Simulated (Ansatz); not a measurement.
La:

```xyz
1
Lattice="-2.1238 2.1238 2.1238 2.1238 -2.1238 2.1238 2.1238 2.1238 -2.1238" Properties=species:S:1:pos:R:3 pbc="T T T"
La    0.0000    0.0000    0.0000
```

This isn't the form of La at room conditions, which is double hcp.

| Quantity | Value |
| --- | --- |
| Program | Ansatz 0.2.0 |
| Task | relaxation of cell and atoms |
| Functional | PBEsol |
| Potentials or basis | Ansatz PAW |
| Cutoff | 420 eV (not typed: the program's choice for these potentials) |
| k mesh | 9 × 9 × 9 |
| Occupations | fermi-dirac, width 0.05 eV |
| Spin | no spin polarisation |

At the start: volume 38.32 Å³/atom.

Task: Where does the relaxation end?

Result: It ends after 5 steps and the volume is 34.49 Å³/atom (-10.0 %); space group Im-3m (No. 229, to 0.05 Å).

The path:
| step | energy change (eV) | largest force (eV/Å) | volume (Å³) |
| --- | --- | --- | --- |
| 1 | 0.0000 | 0.0000 | 38.32 |
| 2 | -0.0276 | 0.0000 | 35.99 |
| 3 | -0.0331 | 0.0000 | 34.29 |
| 4 | -0.0332 | 0.0000 | 34.49 |
| 5 | -0.0331 | 0.0000 | 34.49 |

Final structure:
```xyz
1
Lattice="-2.0506 2.0506 2.0506 2.0506 -2.0506 2.0506 2.0506 2.0506 -2.0506" Properties=species:S:1:pos:R:3 pbc="T T T"
La    0.0000    0.0000    0.0000
```

Caveat: the plane-wave basis is chosen anew once the cell has moved, so the energies of steps on either side of that aren't comparable; the PAW data sets come from PBE, with cores solved anew for the run's functional, which leaves a small shift of forces and pressure.
